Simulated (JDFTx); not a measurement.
# RbCl (Fm-3m) in JDFTx: a series of runs

One crystal, RbCl, is run at these levels: LDA; tasks: equation of state.

All numbers are computed with JDFTx 1.7.0 (patched build); they aren't measurements. Logs are shortened: lines on timing, memory, paths and dates and some standing lists are left out, and cuts for length are marked. The log counts tension as positive stress, the text compression.

## (1) The crystal as given

The structure is cubic, space group Fm-3m (No. 225). The conventional cell has a = 6.548 Å, b = 6.548 Å, c = 6.548 Å, α = 90.00°, β = 90.00°, γ = 90.00°. Rb (site symmetry m-3m) is surrounded by 6 Cl at 3.27 Å. Cl (site symmetry m-3m) is surrounded by 6 Rb at 3.27 Å.

## (2) Equation of state, LDA, 32.99 Å³/atom (volume scaled by 0.94)

RbCl.in reads:

```
lattice \
    0.0000000000     3.2071649199     3.2071649199 \
    3.2071649199     0.0000000000     3.2071649199 \
    3.2071649199     3.2071649199     0.0000000000
latt-scale 1.889726124626 1.889726124626 1.889726124626
coords-type Lattice
ion Rb     0.0000000000     0.0000000000     0.0000000000 1
ion Cl     0.5000000000     0.5000000000     0.5000000000 1

ion-species pseudo/Rb.upf
ion-species pseudo/Cl.upf
elec-cutoff 28 224
elec-ex-corr lda-PW
kpoint-folding 7 7 7
elec-smearing Fermi 0.0018374661
elec-n-bands 14
electronic-SCF nIterations 100 energyDiffThreshold 1e-09
electronic-minimize nIterations 30 energyDiffThreshold 1e-7
forces-output-coords Cartesian

dump-name run.$VAR
dump End Ecomponents EigStats BandEigs Kpoints Forces Stress
```

Potentials or basis: PseudoDojo-SR-LDA-0.4.1-standard with smoothed tails.

On the command line:

```sh
jdftx -c 2 -i RbCl.in -o RbCl.out
```

What it wrote:

```text
*************** JDFTx 1.7.0 (patched build) ***************

Input parsed successfully to the following command list (including defaults):
[... the input with its defaults ...]

---------- Setting up symmetries ----------

Found 48 point-group symmetries of the bravais lattice
Found 48 space-group symmetries with basis
Applied RMS atom displacement 0 bohrs to make symmetries exact.

---------- Initializing the Grid ----------
R =
[            0      6.06066      6.06066  ]
[      6.06066            0      6.06066  ]
[      6.06066      6.06066            0  ]
unit cell volume = 445.236
G =
[  -0.518358   0.518358   0.518358  ]
[   0.518358  -0.518358   0.518358  ]
[   0.518358   0.518358  -0.518358  ]
Minimum fftbox size, Smin = [  60  60  60  ]
Chosen fftbox size, S = [  60  60  60  ]

---------- Initializing tighter grid for wavefunction operations ----------
R =
[            0      6.06066      6.06066  ]
[      6.06066            0      6.06066  ]
[      6.06066      6.06066            0  ]
unit cell volume = 445.236
G =
[  -0.518358   0.518358   0.518358  ]
[   0.518358  -0.518358   0.518358  ]
[   0.518358   0.518358  -0.518358  ]
Minimum fftbox size, Smin = [  44  44  44  ]
Chosen fftbox size, S = [  48  48  48  ]

---------- Exchange Correlation functional ----------
Initalized Slater LDA exchange.
Initalized Perdew-Wang LDA correlation.

---------- Setting up pseudopotentials ----------
Width of ionic core gaussian charges (only for fluid interactions / plotting) set to 0

Reading pseudopotential file 'pseudo/Rb.upf':
  'Rb' pseudopotential, 'SLA  PW   NOGX NOGC' functional
  Generated using ONCVPSP code by D. R. Hamann
  9 valence electrons, 3 orbitals, 6 projectors, 1001 radial grid points, with lMax = 2
    4S    l: 0   occupation:  2.0   eigenvalue: -1.174891
    4P    l: 1   occupation:  6.0   eigenvalue: -0.589196
    5S    l: 0   occupation:  1.0   eigenvalue: -0.086836
  WARNING: large normalization error in atomic orbital 2s (integral: 0.980017).
  Core radius for overlap checks: 1.88 bohrs.

Reading pseudopotential file 'pseudo/Cl.upf':
  'Cl' pseudopotential, 'SLA  PW   NOGX NOGC' functional
  Generated using ONCVPSP code by D. R. Hamann
  7 valence electrons, 2 orbitals, 6 projectors, 1001 radial grid points, with lMax = 2
    3S    l: 0   occupation:  2.0   eigenvalue: -0.760433
    3P    l: 1   occupation:  5.0   eigenvalue: -0.319777
  Core radius for overlap checks: 1.71 bohrs.

Initialized 2 species with 2 total atoms.

Folded 1 k-points by 7x7x7 to 343 k-points.

---------- Setting up k-points, bands, fillings ----------
Reduced to 20 k-points under symmetry.
Computing the number of bands and number of electrons
Calculating initial fillings.
nElectrons:  16.000000   nBands: 14   nStates: 20

----- Setting up reduced wavefunction bases (one per k-point) -----
average nbasis = 3152.213 , ideal nbasis = 3150.805

---------- Setting up ewald sum ----------
Optimum gaussian width for ewald sums = 2.752648 bohr.
Real space sum over 1331 unit cells with max indices [  5  5  5  ]
Reciprocal space sum over 2197 terms with max indices [  6  6  6  ]

---------- Allocating electronic variables ----------
Initializing wave functions:  linear combination of atomic orbitals
Note: number of bands (14) exceeds available atomic orbitals (9)
Rb pseudo-atom occupations:   s ( 2 1 )  p ( 6 )
Cl pseudo-atom occupations:   s ( 2 )  p ( 5 )
	FillingsUpdate:  mu: +0.199163195  nElectrons: 16.000000
LCAOMinimize: Iter:   0  F: -39.5800173952855161  |grad|_K:  3.395e-03  alpha:  1.000e+00
	FillingsUpdate:  mu: +0.191390920  nElectrons: 16.000000
LCAOMinimize: Iter:   1  F: -39.5968390062002840  |grad|_K:  1.153e-04  alpha:  6.333e-01  linmin: -2.078e-01  cgtest:  7.536e-01
LCAOMinimize: Encountered beta<0, resetting CG.
	FillingsUpdate:  mu: +0.191128526  nElectrons: 16.000000
LCAOMinimize: Iter:   2  F: -39.5968556598610348  |grad|_K:  1.237e-05  alpha:  6.392e-01  linmin:  2.186e-02  cgtest: -4.477e-02
	FillingsUpdate:  mu: +0.191123004  nElectrons: 16.000000
LCAOMinimize: Iter:   3  F: -39.5968559147668273  |grad|_K:  1.100e-06  alpha:  8.553e-01  linmin:  1.798e-03  cgtest:  7.700e-02
	FillingsUpdate:  mu: +0.191124481  nElectrons: 16.000000
LCAOMinimize: Iter:   4  F: -39.5968559167310232  |grad|_K:  2.241e-07  alpha:  8.288e-01  linmin:  5.220e-06  cgtest:  2.444e-04
LCAOMinimize: Converged (|Delta F|<1.000000e-06 for 2 iters).

-------- Electronic minimization -----------
Will mix electronic density at each iteration.
	FillingsUpdate:  mu: +0.191124481  nElectrons: 16.000000
	FillingsUpdate:  mu: +0.177343965  nElectrons: 16.000000
SCF: Cycle:  0   F: -39.612521335940812   dF: -1.567e-02   |Residual|: 1.002e-01   |deigs|: 1.739e-01
	FillingsUpdate:  mu: +0.100000000  nElectrons: 16.000000
SCF: Cycle:  1   F: -39.630900084081496   dF: -1.838e-02   |Residual|: 1.902e-02   |deigs|: 1.984e-02
	FillingsUpdate:  mu: +0.100000000  nElectrons: 16.000000
SCF: Cycle:  2   F: -39.631835510738185   dF: -9.354e-04   |Residual|: 5.721e-03   |deigs|: 4.728e-03
	FillingsUpdate:  mu: +0.100000000  nElectrons: 16.000000
SCF: Cycle:  3   F: -39.631847020692888   dF: -1.151e-05   |Residual|: 9.402e-04   |deigs|: 7.928e-04
	FillingsUpdate:  mu: +0.100000000  nElectrons: 16.000000
SCF: Cycle:  4   F: -39.631849074377357   dF: -2.054e-06   |Residual|: 3.794e-04   |deigs|: 3.027e-04
	FillingsUpdate:  mu: +0.100000000  nElectrons: 16.000000
SCF: Cycle:  5   F: -39.631849618632494   dF: -5.443e-07   |Residual|: 6.335e-05   |deigs|: 2.085e-04
	FillingsUpdate:  mu: +0.100000000  nElectrons: 16.000000
SCF: Cycle:  6   F: -39.631849829751282   dF: -2.111e-07   |Residual|: 3.613e-05   |deigs|: 2.485e-04
	FillingsUpdate:  mu: +0.100000000  nElectrons: 16.000000
SCF: Cycle:  7   F: -39.631849917152707   dF: -8.740e-08   |Residual|: 1.587e-05   |deigs|: 1.536e-04
	FillingsUpdate:  mu: +0.100000000  nElectrons: 16.000000
SCF: Cycle:  8   F: -39.631849955798423   dF: -3.865e-08   |Residual|: 6.175e-06   |deigs|: 1.665e-04
	FillingsUpdate:  mu: +0.100000000  nElectrons: 16.000000
SCF: Cycle:  9   F: -39.631849970686140   dF: -1.489e-08   |Residual|: 6.122e-06   |deigs|: 7.600e-05
	FillingsUpdate:  mu: +0.100000000  nElectrons: 16.000000
SCF: Cycle: 10   F: -39.631849978088482   dF: -7.402e-09   |Residual|: 1.844e-06   |deigs|: 1.053e-04
	FillingsUpdate:  mu: +0.100000000  nElectrons: 16.000000
SCF: Cycle: 11   F: -39.631849980360286   dF: -2.272e-09   |Residual|: 5.780e-07   |deigs|: 5.356e-05
	FillingsUpdate:  mu: +0.100000000  nElectrons: 16.000000
SCF: Cycle: 12   F: -39.631849981750356   dF: -1.390e-09   |Residual|: 2.261e-07   |deigs|: 4.725e-05
	FillingsUpdate:  mu: +0.100000000  nElectrons: 16.000000
SCF: Cycle: 13   F: -39.631849982078954   dF: -3.286e-10   |Residual|: 1.490e-07   |deigs|: 2.890e-05
	FillingsUpdate:  mu: +0.100000000  nElectrons: 16.000000
SCF: Cycle: 14   F: -39.631849982334323   dF: -2.554e-10   |Residual|: 3.964e-07   |deigs|: 5.489e-05
SCF: Converged (|Delta E|<1.000000e-09 for 2 iters).

Setting wave functions to eigenvectors of Hamiltonian

# Stress tensor in Cartesian coordinates [Eh/a0^3]:
[  1.29522e-05            0            0  ]
[            0  1.29522e-05            0  ]
[            0            0  1.29522e-05  ]

# Ionic positions in lattice coordinates:
ion Rb   0.000000000000000   0.000000000000000   0.000000000000000 1
ion Cl   0.500000000000000   0.500000000000000   0.500000000000000 1

# Forces in Cartesian coordinates:
force Rb   0.000000000000000  -0.000000000000000  -0.000000000000000 1
force Cl  -0.000000000000000   0.000000000000000   0.000000000000000 1

# Energy components:
   Eewald =      -30.2499236707378287
       EH =        7.4464700186108876
     Eloc =      -23.2708980090109314
      Enl =        1.0631692395439314
      Exc =      -11.5286961308779521
 Exc_core =        4.0207078366126723
       KE =       12.8873207335249038
-------------------------------------
     Etot =      -39.6318499823343160
       TS =        0.0000000000000056
-------------------------------------
        F =      -39.6318499823343231

IonicMinimize: Iter:   0  F: -39.631849982334323  |grad|_K:        nan
IonicMinimize: None of the convergence criteria satisfied after 0 iterations.

#--- Lowdin population analysis ---
# oxidation-state Rb +0.747
# oxidation-state Cl -0.681

Dumping 'run.eigStats' ...
	eMin: -0.822445 at state 0 ( [ +0.000000 +0.000000 +0.000000 ] spin 0 )
	HOMO: +0.048381 at state 0 ( [ +0.000000 +0.000000 +0.000000 ] spin 0 )
	mu  : +0.100000
	LUMO: +0.224447 at state 0 ( [ +0.000000 +0.000000 +0.000000 ] spin 0 )
	eMax: +0.488955 at state 13 ( [ +0.000000 +0.285714 -0.285714 ] spin 0 )
	HOMO-LUMO gap: +0.176066
	Optical gap  : +0.176066 at state 0 ( [ +0.000000 +0.000000 +0.000000 ] spin 0 )
Done!
[note: mu as printed may lie anywhere between the filled and the empty levels]
```

Wall time 68 s (2 threads of Arm Neoverse N1, shared host); peak memory 0.11 GiB.

Results:

```yaml
Free_energy: -1078.4376 eV
Pressure: -0.4 GPa
Band_gap_on_the_k_mesh: 4.79 eV, direct
Loewdin_charges: Rb +0.75; Cl -0.68 e
```

## (3) Equation of state, LDA, 33.69 Å³/atom (volume scaled by 0.96)

RbCl.in: that of step 2 with these lines changed.

```diff
@@ -1,5 +1,5 @@
 lattice \
-    0.0000000000     3.2071649199     3.2071649199 \
-    3.2071649199     0.0000000000     3.2071649199 \
-    3.2071649199     3.2071649199     0.0000000000
+    0.0000000000     3.2297513325     3.2297513325 \
+    3.2297513325     0.0000000000     3.2297513325 \
+    3.2297513325     3.2297513325     0.0000000000
 latt-scale 1.889726124626 1.889726124626 1.889726124626
```

Potentials or basis: PseudoDojo-SR-LDA-0.4.1-standard with smoothed tails.

On the command line:

```sh
jdftx -c 2 -i RbCl.in -o RbCl.out
```

Run time: 63 s. Hardware: 2 threads of Arm Neoverse N1, shared host; peak memory 0.11 GiB.

It converged, with:

- Free energy: -1078.4327 eV
- Pressure: -0.8 GPa
- Band gap on the k mesh: 4.72 eV, direct
- Loewdin charges: Rb +0.75; Cl -0.68 e

## (4) Equation of state, LDA, 34.39 Å³/atom (volume scaled by 0.98)

RbCl.in: that of step 3 with these lines changed.

```diff
@@ -1,5 +1,5 @@
 lattice \
-    0.0000000000     3.2297513325     3.2297513325 \
-    3.2297513325     0.0000000000     3.2297513325 \
-    3.2297513325     3.2297513325     0.0000000000
+    0.0000000000     3.2520261836     3.2520261836 \
+    3.2520261836     0.0000000000     3.2520261836 \
+    3.2520261836     3.2520261836     0.0000000000
 latt-scale 1.889726124626 1.889726124626 1.889726124626
```

On the command line:

```sh
jdftx -c 2 -i RbCl.in -o RbCl.out
```

Run time: 61 s. Hardware: 2 threads of Arm Neoverse N1, shared host; peak memory 0.11 GiB.

Results (log left out):

- Free energy: -1078.4245 eV
- Pressure: -1.1 GPa
- Band gap on the k mesh: 4.66 eV, direct
- Loewdin charges: Rb +0.75; Cl -0.69 e

## (5) Equation of state, LDA, 35.09 Å³/atom

RbCl.in: that of step 4 with these lines changed.

```diff
@@ -1,5 +1,5 @@
 lattice \
-    0.0000000000     3.2520261836     3.2520261836 \
-    3.2520261836     0.0000000000     3.2520261836 \
-    3.2520261836     3.2520261836     0.0000000000
+    0.0000000000     3.2740000000     3.2740000000 \
+    3.2740000000     0.0000000000     3.2740000000 \
+    3.2740000000     3.2740000000     0.0000000000
 latt-scale 1.889726124626 1.889726124626 1.889726124626
```

On the command line:

```sh
jdftx -c 2 -i RbCl.in -o RbCl.out
```

Run time: 63 s. Hardware: 2 threads of Arm Neoverse N1, shared host; peak memory 0.11 GiB.

It converged, with:

| Quantity | Value |
| --- | --- |
| Free energy | -1078.4135 eV |
| Pressure | -1.4 GPa |
| Band gap on the k mesh | 4.60 eV, direct |
| Loewdin charges | Rb +0.75; Cl -0.69 e |

Caveat: an odd mesh through Γ misses points on the zone boundary, where band edges often lie.

## (6) Equation of state, LDA, 35.80 Å³/atom (volume scaled by 1.02)

RbCl.in: that of step 5 with these lines changed.

```diff
@@ -1,5 +1,5 @@
 lattice \
-    0.0000000000     3.2740000000     3.2740000000 \
-    3.2740000000     0.0000000000     3.2740000000 \
-    3.2740000000     3.2740000000     0.0000000000
+    0.0000000000     3.2956827511     3.2956827511 \
+    3.2956827511     0.0000000000     3.2956827511 \
+    3.2956827511     3.2956827511     0.0000000000
 latt-scale 1.889726124626 1.889726124626 1.889726124626
```

Potentials or basis: PseudoDojo-SR-LDA-0.4.1-standard with smoothed tails.

On the command line:

```sh
jdftx -c 2 -i RbCl.in -o RbCl.out
```

Wall time 67 s (2 threads of Arm Neoverse N1, shared host); peak memory 0.11 GiB.

Results (log left out):

- Free energy: -1078.4000 eV
- Pressure: -1.7 GPa
- Band gap on the k mesh: 4.54 eV, direct
- Loewdin charges: Rb +0.75; Cl -0.69 e

Caveat: an odd mesh through Γ misses points on the zone boundary, where band edges often lie.

## (7) Equation of state, LDA, 36.50 Å³/atom (volume scaled by 1.04)

RbCl.in: that of step 6 with these lines changed.

```diff
@@ -1,5 +1,5 @@
 lattice \
-    0.0000000000     3.2956827511     3.2956827511 \
-    3.2956827511     0.0000000000     3.2956827511 \
-    3.2956827511     3.2956827511     0.0000000000
+    0.0000000000     3.3170838881     3.3170838881 \
+    3.3170838881     0.0000000000     3.3170838881 \
+    3.3170838881     3.3170838881     0.0000000000
 latt-scale 1.889726124626 1.889726124626 1.889726124626
```

On the command line:

```sh
jdftx -c 2 -i RbCl.in -o RbCl.out
```

Wall time 68 s (2 threads of Arm Neoverse N1, shared host); peak memory 0.11 GiB.

It converged, with:

| Property | Result |
| --- | --- |
| Free energy | -1078.3844 eV |
| Pressure | -1.9 GPa |
| Band gap on the k mesh | 4.48 eV, direct |
| Loewdin charges | Rb +0.75; Cl -0.69 e |

Caveat: an odd mesh through Γ misses points on the zone boundary, where band edges often lie.

## (8) Equation of state, LDA, 37.20 Å³/atom (volume scaled by 1.06)

RbCl.in: that of step 7 with these lines changed.

```diff
@@ -1,5 +1,5 @@
 lattice \
-    0.0000000000     3.3170838881     3.3170838881 \
-    3.3170838881     0.0000000000     3.3170838881 \
-    3.3170838881     3.3170838881     0.0000000000
+    0.0000000000     3.3382123806     3.3382123806 \
+    3.3382123806     0.0000000000     3.3382123806 \
+    3.3382123806     3.3382123806     0.0000000000
 latt-scale 1.889726124626 1.889726124626 1.889726124626
```

On the command line:

```sh
jdftx -c 2 -i RbCl.in -o RbCl.out
```

Run time: 64 s. Hardware: 2 threads of Arm Neoverse N1, shared host; peak memory 0.13 GiB.

The run converged. Its results:

| Property | Result |
| --- | --- |
| Free energy | -1078.3668 eV |
| Pressure | -2.1 GPa |
| Band gap on the k mesh | 4.42 eV, direct |
| Loewdin charges | Rb +0.75; Cl -0.69 e |

Caveat: an odd mesh through Γ misses points on the zone boundary, where band edges often lie.

## (9) Equation of state, LDA

Potentials or basis: PseudoDojo-SR-LDA-0.4.1-standard with smoothed tails.

This step only gathers the single runs of the series.

What came out:

```
Equilibrium volume : 32.43 Å³/atom (rough: see the caveat)
Bulk modulus       : 22 GPa (rough)
```

Energy against volume, from the lowest point:
| volume (Å³/atom) | energy (meV/atom) |
| --- | --- |
| 32.989 | 0.00 |
| 33.690 | 2.45 |
| 34.392 | 6.53 |
| 35.094 | 12.04 |
| 35.796 | 18.78 |
| 36.498 | 26.61 |
| 37.200 | 35.38 |

Caveat: the minimum lies outside the volumes run.
